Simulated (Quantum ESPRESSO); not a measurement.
## Be: zone-centre phonons under several settings

```
Be
1.0
     2.28530    0.00000    0.00000
    -1.14265    1.97913    0.00000
     0.00000    0.00000    3.58420
Be
2
Direct
  0.66667 0.33333 0.75000
  0.33333 0.66667 0.25000
```

All runs used Quantum ESPRESSO 7.5; k mesh 13 × 13 × 8; relaxed cell; no spin polarisation.

```tsv
level	potentials	cutoff (eV)	occupations	volume (Å³/atom)	pressure (GPa)	lowest optical mode without the field (cm⁻¹)	highest optical mode without the field (cm⁻¹)
PBEsol	GBRV 1.5 PBEsol	612	cold, width 0.136 eV	?	0.0	?	?
LDA	JTH 2.0 LDA	490	methfessel-paxton, width 0.272 eV	7.56	-0.5	490	723
```

**Question.** What stands in the row left open?

**Answer.** Volume 7.87 Å³/atom; lowest optical mode without the field 478 cm⁻¹; highest optical mode without the field 706 cm⁻¹.

Caveats: the mesh is thin for the phonons of a metal; the cutoff is low for these files, which shifts pressure and relaxed volume (some runs).

For the row left open. Caveat: the mesh is thin for the phonons of a metal.
